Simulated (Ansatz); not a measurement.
Pd under changes of volume

One of the cells (14.750 Å³/atom); the others are scaled copies at fixed shape and fractional positions:

```
CELL_PARAMETERS angstrom
0.00000 1.94650 1.94650
1.94650 0.00000 1.94650
1.94650 1.94650 0.00000
ATOMIC_POSITIONS crystal
Pd 0.00000 0.00000 0.00000
```

```yaml
Program: Ansatz 0.2.0
Functional: LDA
Potentials_or_basis: Ansatz PAW
Cutoff: "420 eV (not typed: the program's choice for these potentials)"
k_mesh: 12 × 12 × 12
Occupations: fermi-dirac, width 0.05 eV
Spin: no spin polarisation
```

| volume (Å³/atom) | energy over the lowest point (meV/atom) | pressure (GPa) |
| --- | --- | --- |
| 13.865 | 3.44 | 4.6 |
| 14.160 | 0.00 | -0.4 |
| 14.455 | 5.26 | -4.9 |
| 14.750 | 18.10 | -8.7 |
| 15.045 | 37.52 | -12.0 |
| 15.340 | ? | ? |
| 15.635 | 92.66 | -17.4 |

What does the run at 15.340 Å³/atom give?

Energy over the lowest point 62.61 meV/atom; pressure -14.9 GPa.

Worked out: A Birch-Murnaghan fit of order 3 (a polynomial in V^(-2/3)) to the other rows has its minimum at 14.12 Å³/atom with B0 = V·E''(V) = 230 GPa and B' = 5.7. It gives 62.63 meV/atom at 15.340 Å³/atom, against the run's 62.61, and -dE/dV = -15.0 GPa, against -14.9.

Energies are extrapolated to zero smearing.

Caveats: the PAW data sets come from PBE, with cores solved anew for the run's functional, which leaves a small shift of forces and pressure.
